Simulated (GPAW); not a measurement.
# SrO (Fm-3m) in GPAW: single point with PBE

Aim: the single point of SrO with PBE.

Everything below comes from runs of GPAW 26.7.0. Logs are shortened: lines on timing, memory, paths and dates and some standing lists are left out, and cuts for length are marked. The log counts tension as positive stress, the text compression.

**1. Starting point**

Symmetry: Fm-3m, No. 225, cubic system. The conventional cell has a = 5.133 Å, b = 5.133 Å, c = 5.133 Å, α = 90.00°, β = 90.00°, γ = 90.00°. Sr (site symmetry m-3m) is surrounded by 6 O at 2.57 Å. Around O (site symmetry m-3m) lie 6 Sr at 2.57 Å.

**2. Single point, PBE**

The input, run.py:

```python
from ase.dft.bandgap import bandgap
from ase.io import read, write
from ase.units import GPa
from gpaw import GPAW, PW

atoms = read('SrO.cif')

calc = GPAW(mode=PW(900),
            xc='PBE',
            kpts={'size': (7, 7, 7), 'gamma': True},
            occupations={'name': 'fermi-dirac', 'width': 0.05},
            nbands=16,
            convergence={'density': 1e-05, 'energy': 1e-05},
            maxiter=100,
            txt='gpaw.txt')
atoms.calc = calc
energy = atoms.get_potential_energy()
forces = atoms.get_forces()
stress = atoms.get_stress()
calc.write('gs.gpw')
write('result.traj', atoms)
print(f'Energy: {energy:.6f} eV')
print('Forces (eV/A):')
print(forces.round(4))
print('Stress (GPa):', (stress / GPa).round(3))
print('Fermi level:', round(calc.get_fermi_level(), 4), 'eV')
print(f'Gap: {bandgap(calc)[0]:.4f} eV, direct: {bandgap(calc, direct=True)[0]:.4f} eV')
```

The input, SrO.cif:

```cif
data_SrO
_cell_length_a 3.62929627
_cell_length_b 3.62929627
_cell_length_c 3.62929627
_cell_angle_alpha 60.00000000
_cell_angle_beta 60.00000000
_cell_angle_gamma 60.00000000
_space_group_name_H-M_alt 'P1'
_space_group_name_Hall 'P 1'
_space_group_IT_number 1
loop_
_space_group_symop_operation_xyz
'x,y,z'
loop_
_atom_site_label
_atom_site_type_symbol
_atom_site_symmetry_multiplicity
_atom_site_Wyckoff_symbol
_atom_site_fract_x
_atom_site_fract_y
_atom_site_fract_z
_atom_site_occupancy
Sr1 Sr 1 a 0.5000000000 0.5000000000 0.5000000000 1
O1 O 1 a 0.0000000000 0.0000000000 0.0000000000 1
```

Potentials or basis: GPAW PAW data sets (gpaw-data 1.2.1), pw.

The run is started by

```bash
> OMP_NUM_THREADS=1 python run.py
```

gpaw.txt:

```text
__  _  _
 | _ |_)|_||  |
 |__||  | ||/\| - 26.7.0

Input parameters:
  mode=PW(ecut=900.0000000000001),
  convergence={'density': 1e-05, 'energy': 1e-05},
  kpts=MonkhorstPack(size=(7, 7, 7), gamma=True),
  maxiter=100,
  nbands=16,
  occupations=Occupations(name='fermi-dirac', width=0.05),
  xc=XC(name='PBE')

Diagonalizing LCAO Hamiltonian
Converting LCAO to pw mode

                  Sr

       O

Atoms  # Å, Bohr magnetons
|   | symbol |        x |        y |        z |    initial magnetic moments |
|---|--------|----------|----------|----------|-----------------------------|
| 0 |     Sr | 3.629296 | 2.095375 | 1.481654 | ( 0.0000,  0.0000,  0.0000) |
| 1 |      O | 0.000000 | 0.000000 | 0.000000 | ( 0.0000,  0.0000,  0.0000) |

Unit cell  # Å
| periodic |        x |        y |        z |  lengths |    angles |
|----------|----------|----------|----------|----------|-----------|
|      yes | 3.629296 | 0.000000 | 0.000000 | 3.629296 | 60.000000 |
|      yes | 1.814648 | 3.143063 | 0.000000 | 3.629296 | 60.000000 |
|      yes | 1.814648 | 1.047688 | 2.963308 | 3.629296 | 60.000000 |

Number of symmetries: 48
Symmetry operations  # r_c * U_cc + t_c -> r_c
|    | kind |            matrix            |
|----|------|------------------------------|
|  0 |  σ   |  1, 0, 0,  1, 0,-1,  1,-1, 0 |
|  1 |  C2  |  1, 0, 0,  1,-1, 0,  1, 0,-1 |
|  2 |  E   |  1, 0, 0,  0, 1, 0,  0, 0, 1 |
|  3 |  σ   |  1, 0, 0,  0, 0, 1,  0, 1, 0 |
|  4 |  C4  |  1, 0,-1,  1, 0, 0,  1,-1, 0 |
|  5 |  S6  |  1, 0,-1,  1,-1, 0,  1, 0, 0 |
|  6 |  σ   |  1, 0,-1,  0, 1,-1,  0, 0,-1 |
|  7 |  C3  |  1, 0,-1,  0, 0,-1,  0, 1,-1 |
|  8 |  S6  |  1,-1, 0,  1, 0, 0,  1, 0,-1 |
|  9 |  C4  |  1,-1, 0,  1, 0,-1,  1, 0, 0 |
| 10 |  C3  |  1,-1, 0,  0,-1, 1,  0,-1, 0 |
| 11 |  σ   |  1,-1, 0,  0,-1, 0,  0,-1, 1 |
| 12 |  σ   |  0, 1, 0,  1, 0, 0,  0, 0, 1 |
| 13 |  C4  |  0, 1, 0,  0, 1,-1, -1, 1, 0 |
| 14 |  C3  |  0, 1, 0,  0, 0, 1,  1, 0, 0 |
| 15 |  S6  |  0, 1, 0, -1, 1, 0,  0, 1,-1 |
| 16 |  C2  |  0, 1,-1,  1, 0,-1,  0, 0,-1 |
| 17 |  σ   |  0, 1,-1,  0, 1, 0, -1, 1, 0 |
| 18 |  S4  |  0, 1,-1,  0, 0,-1,  1, 0,-1 |
| 19 |  C4  |  0, 1,-1, -1, 1, 0,  0, 1, 0 |
| 20 |  C3  |  0, 0, 1,  1, 0, 0,  0, 1, 0 |
| 21 |  σ   |  0, 0, 1,  0, 1, 0,  1, 0, 0 |
| 22 |  S6  |  0, 0, 1,  0,-1, 1, -1, 0, 1 |
| 23 |  C4  |  0, 0, 1, -1, 0, 1,  0,-1, 1 |
| 24 |  S4  |  0, 0,-1,  1, 0,-1,  0, 1,-1 |
| 25 |  C3  |  0, 0,-1,  0, 1,-1,  1, 0,-1 |
| 26 |  C2  |  0, 0,-1,  0,-1, 0, -1, 0, 0 |
| 27 |  S6  |  0, 0,-1, -1, 0, 0,  0,-1, 0 |
| 28 |  S4  |  0,-1, 1,  1,-1, 0,  0,-1, 0 |
| 29 |  C4  |  0,-1, 1,  0, 0, 1, -1, 0, 1 |
| 30 |  C2  |  0,-1, 1,  0,-1, 0,  1,-1, 0 |
| 31 |  σ   |  0,-1, 1, -1, 0, 1,  0, 0, 1 |
| 32 |  C3  |  0,-1, 0,  1,-1, 0,  0,-1, 1 |
| 33 |  S6  |  0,-1, 0,  0, 0,-1, -1, 0, 0 |
| 34 |  S4  |  0,-1, 0,  0,-1, 1,  1,-1, 0 |
| 35 |  C2  |  0,-1, 0, -1, 0, 0,  0, 0,-1 |
| 36 |  C2  | -1, 1, 0,  0, 1, 0,  0, 1,-1 |
| 37 |  S6  | -1, 1, 0,  0, 1,-1,  0, 1, 0 |
| 38 |  S4  | -1, 1, 0, -1, 0, 1, -1, 0, 0 |
| 39 |  C3  | -1, 1, 0, -1, 0, 0, -1, 0, 1 |
| 40 |  S6  | -1, 0, 1,  0, 0, 1,  0,-1, 1 |
| 41 |  C2  | -1, 0, 1,  0,-1, 1,  0, 0, 1 |
| 42 |  C3  | -1, 0, 1, -1, 1, 0, -1, 0, 0 |
| 43 |  S4  | -1, 0, 1, -1, 0, 0, -1, 1, 0 |
| 44 |  C2  | -1, 0, 0,  0, 0,-1,  0,-1, 0 |
| 45 |  i   | -1, 0, 0,  0,-1, 0,  0, 0,-1 |
| 46 |  σ   | -1, 0, 0, -1, 1, 0, -1, 0, 1 |
| 47 |  C2  | -1, 0, 0, -1, 0, 1, -1, 1, 0 |

BZ-sampling:
  Number of BZ points: 343
  Number of IBZ points: 20

  Monkhorst-Pack size: [7, 7, 7]
  Monkhorst-Pack shift: [0, 0, 0]

K-points  # in reciprocal-cell coordinates
|     |                                coordinates |     weight |
|-----|--------------------------------------------|------------|
|   0 | (  0.00000000,   0.00000000,   0.00000000) | 0.00291545 |
|   1 | (  0.14285714,   0.14285714,   0.00000000) | 0.01749271 |
|   2 | (  0.14285714,   0.14285714,   0.14285714) | 0.02332362 |
|   3 | (  0.28571429,   0.14285714,   0.14285714) | 0.03498542 |
|   4 | (  0.28571429,   0.28571429,   0.00000000) | 0.01749271 |
|   5 | (  0.28571429,   0.28571429,   0.14285714) | 0.06997085 |
|   6 | (  0.28571429,   0.28571429,   0.28571429) | 0.02332362 |
|   7 | (  0.42857143,  -0.28571429,  -0.28571429) | 0.03498542 |
|   8 | (  0.42857143,   0.28571429,  -0.42857143) | 0.13994169 |
|   9 | (  0.42857143,   0.28571429,  -0.28571429) | 0.06997085 |
| ... |                                            |            |
|  19 | (  0.42857143,   0.42857143,   0.42857143) | 0.02332362 |

Plane wave coefficients: 2089
Cutoff: 900.0000000000001 eV

Spin-components: 1 (collinear spins)
Bands:           16
Projectors:      10
Spin-degeneracy: 2
Datatype:        complex128

Parallelization:
  kpt:    1
  domain: 1
  band:   1

Density:
  Valence electrons: 16.0
  Components: 1
  Grid points: [27 27 27]
  Charge: 0.0  # |e|

Potential:
  Grid points: [27 27 27]

species:
  Sr:
    name:    Strontium
    Z:       38.0
    valence: 10
    core:    28
    charge:  0.0  # [|e|]
    compensation charges:
      type: gauss
      rc: 0.40  # [Å]
      lmax: 2
    cutoffs:
      filter: 2.39  # [Å]
      core: 1.85  # [Å]
    projectors
    | kind |    occ | energy [eV] | rcut [Å] |
    |------|--------|-------------|----------|
    |   4s |  2.000 |     -40.883 |    1.291 |
    |   5s |  2.000 |      -3.525 |    1.291 |
    |   4p |  6.000 |     -22.826 |    1.291 |
    |    p |        |       4.386 |    1.291 |
    |    d |        |       0.000 |    1.254 |

    Using partial waves for Sr as LCAO basis

  O:
    name:    Oxygen
    Z:       8.0
    valence: 6
    core:    2
    charge:  0.0  # [|e|]
    compensation charges:
      type: gauss
      rc: 0.21  # [Å]
      lmax: 2
    cutoffs:
      filter: 1.17  # [Å]
      core: 0.83  # [Å]
    projectors
    | kind |    occ | energy [eV] | rcut [Å] |
    |------|--------|-------------|----------|
    |   2s |  2.000 |     -23.961 |    0.688 |
    |   2p |  4.000 |      -9.029 |    0.598 |
    |    s |        |       3.251 |    0.688 |
    |    p |        |      18.182 |    0.598 |
    |    d |        |       0.000 |    0.619 |

    Using partial waves for O as LCAO basis

Reference energy: -88537.622309  # eV

eigensolver:
  PPCG
  Converge bands: occupied
  niter=2

density mixing:
  MSR1-Mixer
  Pratt-step length: 0.05
  Maximum mixing coefficient: 0.75
  Old densities: 10
  SVD Regularization: 0.005
  Good broyden scale: 1.0
  Trust region scale: 1.0
  Backstep threshold: 4.0
  History deletion threshold: 6.0
  Fourier metric: weight=20.0, sigma=0.015

occupation numbers:
  Fermi-Dirac:
    width: 0.0500  # eV

poisson solver:
  ecut: 7200.000000000001  # eV

xc functional:
  name: PBE with 2 nearest neighbor stencil

convergence criteria:
- Maximum integral of absolute [dens]ity change: 1e-05 electrons / valence electron
- Maximum [total energy] change in last 3 cyles: 1e-05 eV / valence electron
- Maximum integral of absolute [eigenst]ate change: 4e-08 eV^2 / valence electron
maximum number of iterations: 100

SCF iterations
|iter     | |      energy | eigst |  dens |
|---------|-|-------------|-------|-------|
|iter:   1| |  -13.851110 | +0.49 |       |
|iter:   2| |  -13.352972 | -1.91 | -0.92 |
|iter:   3| |  -12.283229 | -1.19 | -0.98 |
|iter:   4| |  -12.280806 | -2.80 | -1.44 |
|iter:   5| |  -12.292056 | -3.18 | -1.65 |
|iter:   6| |  -12.291916 | -4.85 | -2.67 |
|iter:   7| |  -12.291985c| -5.45 | -3.07 |
|iter:   8| |  -12.291991c| -6.63 | -3.60 |
|iter:   9| |  -12.291991c| -7.44c| -4.64 |
|iter:  10| |  -12.291992c| -7.73c| -5.03c|

Converged in 10 steps
Energy contributions relative to reference atoms: (reference = -88537.622309)

Energy contributions:
  Kinetic:          16.766072
  Coulomb:         -13.880332
  Zero:             -0.108474
  External:          0.000000
  Xc:              -15.069258
  Entropy:          -0.000000
  Spinorbit:         0.000000
  ----------------------------
  Free energy:     -12.291992
  Extrapolated:    -12.291992

dipole moment: (-20.382778, -11.768003, -8.321234)  # |e|*Ang

Fermi level: 6.167
Eigenvalues  # (at kpt = [0.000, 0.000, 0.000])
| band index |      eig [eV] | occ [0-2] |
|------------|---------------|-----------|
|          0 |       -27.101 |     2.000 |
|          1 |        -9.883 |     2.000 |
|          2 |        -8.757 |     2.000 |
|          3 |        -8.757 |     2.000 |
|          4 |        -8.757 |     2.000 |
|          5 |         5.151 |     2.000 |
[... 8 lines left out ...]
|         14 |        17.651 |     0.000 |
|         15 |        28.472 |     0.000 |

Gap: 3.454 eV
Transition (v -> c):
  (s=0, k=0, n=7, [0.00, 0.00, 0.00]) -> (s=0, k=16, n=8, [0.43, 0.43, 0.00])
Direct/indirect transitions are different
Direct gap: 3.541 eV
Transition at: (s=0, k=16, n=7, [0.43, 0.43, 0.00])

Forces  # eV/Ang
|        x |        y |       z |
|----------|----------|---------|
| -0.00000 | -0.00000 | 0.00000 |  # Sr   0
| -0.00000 |  0.00000 | 0.00000 |  # O    1

Stress tensor  # eV/Ang^3
|         x |         y |         z |
|-----------|-----------|-----------|
| -0.024376 |  0.000000 |  0.000000 |
|  0.000000 | -0.024376 |  0.000000 |
|  0.000000 |  0.000000 | -0.024376 |

# Writing to gs.gpw (mode='')
```

Run time: 18 s. Hardware: 1 thread of Arm Neoverse V1, shared host; peak memory 0.16 GiB.

Results:

```yaml
Free_energy: -12.2920 eV
Pressure: 3.9 GPa
Band_gap_on_the_k_mesh: 3.45 eV, indirect (least direct gap 3.54 eV)
```

Levels at points of the mesh, in eV from the valence-band top:
| k point | band 6 | band 7 | band 8 | band 9 | band 10 | band 11 |
| --- | --- | --- | --- | --- | --- | --- |
| (0.00, 0.00, 0.00) | 0.00 | 0.00 | 0.00 | 4.06 | 6.30 | 6.30 |

Caveat: an odd mesh through Γ misses points on the zone boundary, where band edges often lie.
